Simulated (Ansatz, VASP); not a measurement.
## GaN in VASP and in Ansatz

```xyz
2
Lattice="0.0000 2.3188 2.3188 2.3188 0.0000 2.3188 2.3188 2.3188 0.0000" Properties=species:S:1:pos:R:3 pbc="T T T"
Ga    0.0000    0.0000    0.0000
N     1.1594    1.1594    1.1594
```

Alike in both runs: task single point; functional PBE; k mesh 8 × 8 × 8; no spin polarisation.

|  | VASP | Ansatz |
| --- | --- | --- |
| version | VASP 6.6.1 | Ansatz 0.2.0 |
| potentials or method | VASP PAW PBE potentials, release 64 (Ga_d, N) | plane waves, PAW |
| plane-wave cutoff (eV) | 520 | 420 |
| occupations | gaussian, width 0.01 eV | fixed |
| valence electrons in the cell | 18 | 18 |

```tsv
	VASP	Ansatz	Ansatz less VASP
gap on the k mesh at the Fermi level (eV)	1.17	1.17	-0.001
pressure (GPa)	-8.6	-8.8	-0.18
```

PBE gaps usually lie below the measured ones, often by a third to a half.
